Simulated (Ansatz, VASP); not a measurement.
# One calculation of GaAs, two programs

Contents of INCAR:

```
SYSTEM = GaAs
ALGO     = Normal         ! electronic algorithm
EDIFF    = 1E-8           ! SCF threshold, eV
ENCUT    = 520            ! plane-wave cutoff, eV
GGA      = PE             ! functional
ISIF     = 2              ! what is computed and relaxed
ISMEAR   = -1             ! smearing method
LASPH    = .True.         ! aspherical terms in the spheres
LCHARG   = .False.        ! write CHGCAR
LEFG     = .True.       
LREAL    = .False.        ! projectors in reciprocal space
LWAVE    = .False.        ! write WAVECAR
NBANDS   = 16             ! bands
NELM     = 100            ! most SCF steps
PREC     = Accurate       ! precision mode
SIGMA    = 0.08           ! smearing width, eV
```

KPOINTS

```
k-points
0
Gamma
  10 10 10
  0 0 0
```

Contents of POSCAR:

```
GaAs
1.0
    0.0000000000      2.8822925071      2.8822925071
    2.8822925071      0.0000000000      2.8822925071
    2.8822925071      2.8822925071      0.0000000000
Ga As
1 1
Direct
    0.0000000000      0.0000000000      0.0000000000
    0.7500000000      0.7500000000      0.7500000000
```

Input for Ansatz:

```yaml
crystal:
  lattice:
    - [0.0, 2.8822925071, 2.8822925071]
    - [2.8822925071, 0.0, 2.8822925071]
    - [2.8822925071, 2.8822925071, 0.0]
  atoms:
    - { symbol: Ga, position: [0.0, 0.0, 0.0] }
    - { symbol: As, position: [0.75, 0.75, 0.75] }
kpoints:
  mp_grid: { grid: [10, 10, 10] }
scf:
  occupations: { method: fermi_dirac, width: 0.08 }
hamiltonian:
  xc: pbe
  pseudopotentials: { kind: all_electron, datasets: crystal }
output:
  forces: true
  stress: true
  eigenvalues: true
  efg: { contact_densities: true }
```

Change from the starting cell: volume scaled by 1.06, crystal datasets.

Alike in both runs: task electric field gradients; functional PBE; k mesh 10 × 10 × 10; occupations fermi-dirac, width 0.08 eV; no spin polarisation.

|  | VASP | Ansatz |
| --- | --- | --- |
| version | VASP 6.6.1 | Ansatz 0.2.0 |
| potentials or method | VASP PAW PBE potentials, release 64 (Ga_d, As) | all-electron PAW with datasets made for the crystal, scalar-relativistic |
| plane-wave cutoff (eV) | 520 | see its input |

Ansatz gave:

```
pressure (GPa)                                                 : -0.6
Vzz of the field gradient on the site that differs most (V/Å²) : 0.0
```

What did VASP give for the same quantities?

Pressure (GPa): -0.4; Vzz of the field gradient on the site that differs most (V/Å²): 0.0.

Ansatz ran all-electron here, so the differences hold the error of VASP's frozen core and of both bases.
